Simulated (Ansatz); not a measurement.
**Ti: an elastic constant from a strain scan**

All numbers below come from Ansatz 0.2.0, DFT PBEsol, scalar-relativistic, plane waves, PAW. Cutoff 420 eV, Γ-centred 26×26×26 k-points, Gaussian smearing of 0.15 eV. No spin polarisation. Energies are free energies at this smearing, counted from the undisturbed cell; pressure is positive in compression.

Zero of the scan (relaxed at this level; with this scan's settings it stands at 0.1 GPa; this fcc form isn't the usual structure):

```yaml
crystal:
  lattice:
    - [0.00000, 2.02792, 2.02792]
    - [2.02792, 0.00000, 2.02792]
    - [2.02792, 2.02792, 0.00000]
  atoms:
    - { symbol: Ti, position: [0.00000, 0.00000, 0.00000] }
```

The cell is strained by ε times the Voigt pattern (0, 0, 1, 0, 0, 0) (xx, yy, zz, yz, xz, xy; engineering shear) with fractional coordinates fixed. The cell holds 1 atom in V0 = 16.68 Å³. The stress column is τ = (1/V0) dE/dε, got from the stress tensor σ (compression positive) at each point as −det(1 + εP) σ : P(1 + εP)⁻¹, with P the pattern as a tensor.

| ε | ΔE (meV/atom) | τ (GPa) |
| --- | --- | --- |
| -0.0200 | 3.092 | -2.933 |
| -0.0150 | 1.757 | -2.199 |
| -0.0100 | 0.801 | -1.477 |
| -0.0050 | 0.218 | -0.768 |
| 0.0000 | 0.000 | -0.072 |
| 0.0050 | 0.142 | 0.612 |
| 0.0100 | 0.635 | 1.282 |
| 0.0150 | 1.475 | 1.940 |
| 0.0175 | 2.022 | 2.265 |
| 0.0200 | ? | ? |

Task: Which combination of elastic constants does this scan measure, and how large is it?

Result: For small ε, τ = τ0 + Kε with K = pᵀCp, which for this pattern is C11 in the cubic axes. The parabola through τ at ε = -0.0050, 0 and 0.0050 has slope K = 138 GPa at zero. The energies per cell, E = NΔE, of the same two points give K = 2[E(ε₊)/ε₊ − E(ε₋)/ε₋]/[(ε₊ − ε₋)V0] = 138 GPa, in agreement.

Task: Predict the withheld row at ε = 0.0200 from the harmonic law, and compare.

Result: ΔE = V0(τ0 ε + Kε²/2)/N = 2.723 meV/atom and τ = 2.69 GPa. The calculation gives 2.654 meV/atom and 2.59 GPa, a miss of 2.5 % of the harmonic energy, so the harmonic law still holds here.

In a metal these slopes depend on the k mesh and the smearing.